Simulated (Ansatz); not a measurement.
Crystal: ZnS (Wurtzite-4H).

```
Zn S
1.0
     3.82270    0.00000    0.00000
    -1.91135    3.31056    0.00000
     0.00000    0.00000   12.52000
Zn S
4 4
Direct
  0.66667 0.33333 0.75000
  0.33333 0.66667 0.25000
  0.00000 0.00000 0.50000
  0.00000 0.00000 0.00000
  0.66667 0.33333 0.93750
  0.33333 0.66667 0.43750
  0.00000 0.00000 0.68750
  0.00000 0.00000 0.18750
```

Program: Ansatz 0.2.0. Alike in all runs: potentials or basis all-electron LAPW, scalar-relativistic; no spin polarisation; cell as given; k mesh 8 × 8 × 3; smearing fermi-dirac 0.05 eV.

Problem. Order these runs on this cell by their pressure, lowest first.
A. level LDA; cutoff (eV) 258; basis error allowed 0.002 eV/atom
B. level PBE; cutoff (eV) 280; basis error allowed 0.001 eV/atom
C. level PBEsol; cutoff (eV) 280; basis error allowed 0.001 eV/atom

Solution. A (-4.8 GPa), C (-2.2 GPa), B (1.3 GPa).

Not every run made on this cell is shown here.
